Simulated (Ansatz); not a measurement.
LiCl in the zincblende structure, relaxed with r2SCAN in the PAW code Ansatz: the symmetry is F-43m (No. 216, cubic); a = 5.466 Å in the conventional setting, 20.41 Å³ an atom. Li has 4 Cl at 2.37 Å; Cl has 4 Li at 2.37 Å. The primitive cell holds 2 atoms in 40.83 Å³. Values at 0 K without nuclear motion; spin polarisation is off, and the phase may be a hypothetical one.

Computed values: PBE gives a gap of 6.05 eV and PBE0 (25 % exact exchange) 8.11 eV; one over PBE's mean ε∞ is 0.404. HSE06 (6×6×6) gives a least gap of 7.39 eV, direct. In PBE's bands the lowest conduction level rises by 0.094 eV from Γ to the point 0.1149 1/Å along Γ–X; the direct gap at Γ is 6.05 eV. PBEsol's static dielectric constant, on its own cell, is 4.6. r2SCAN's ε∞ is 2.39. On the PBEsol cell (Ω = 40.22 Å³ for two atoms) PBEsol gives ω_TO = 325.9 cm⁻¹, Z* = ±1.011 and ε∞ = 2.531.

Question: What is the density?

Answer: The cell holds 1 Li, 1 Cl: M = 1×6.940 + 1×35.450 = 42.39 u in V = 40.83 Å³. ρ = 1.66054 × M/V = 1.66054 × 42.39/40.83 = 1.724 g/cm³, for the static r2SCAN lattice.

Question: Taking the gap as linear in the share of unscreened exchange, estimate the gap of the hybrid whose share is 1/ε∞.

Answer: The slope is (8.11 − 6.05)/0.25 = 8.24 eV per unit share, so E_g ≈ 6.05 + 8.24 × 0.404 = 9.38 eV. The run with that share gives 9.40 eV (6×6×6 mesh), +0.02 eV from the straight line.

Question: At what wavelength does absorption set in by HSE06, excitons left aside?

Answer: λ = 1239.84 eV nm/E: 168 nm for the least gap. That lies in the ultraviolet, so by this gap the crystal is transparent to visible light.

Question: Estimate the electron mass at Γ from the rise of PBE's conduction level.

Answer: A parabola gives m*/mₑ = (ħ²/2mₑ) k²/ΔE = 3.810 × 0.1149²/0.094 = 0.535. The band flattens away from Γ; with E(1 + E/E_g) = ħ²k²/2m* the mass at the edge is 0.535/(1 + 0.094/6.05) = 0.527 (1/E_g is only a rough value for the bending). It is PBE's mass, and a gap that is too small makes it too light.

Question: With that mass, what binding energy and radius does a hydrogenic donor have?

Answer: E_D = 13.606 eV × m*/ε⁰² = 13.606 × 0.527/4.6² = 339 meV; a_D = 0.529 Å × ε⁰/m* = 5 Å. That is only a cell or two, so the model fails here and the numbers are a rough scale.

Question: What refractive index and reflectivity at normal incidence follow, below the gap and above the phonons?

Answer: n = √2.39 = 1.546; R = ((n − 1)/(n + 1))² = (0.546/2.546)² = 4.6 % a face.

Question: Work out the longitudinal frequency.

Answer: ω_LO² − ω_TO² = 4π Z*² e²/(ε∞ μ Ω), with μ = 6.94×35.45/42.39 = 5.804 u and e² = 14.400 eV Å; √(eV/(u Å²)) is 521.47 cm⁻¹. That gives 8.51e+04 cm⁻², so ω_LO = √(325.9² + 8.51e+04) = 437.4 cm⁻¹; the program prints 437.5.

Question: What static dielectric constant follows from Lyddane-Sachs-Teller, and how strong is the polar coupling 1/ε∞ − 1/ε⁰?

Answer: ε⁰ = ε∞ (ω_LO/ω_TO)² = 2.531 × (437.4/325.9)² = 4.56 (the run: 4.56). 1/ε∞ − 1/ε⁰ = 0.3951 − 0.2193 = 0.1758, the factor that enters the Fröhlich constant.

The meshes of the hybrids are coarse, so their gaps aren't converged to the digits shown.
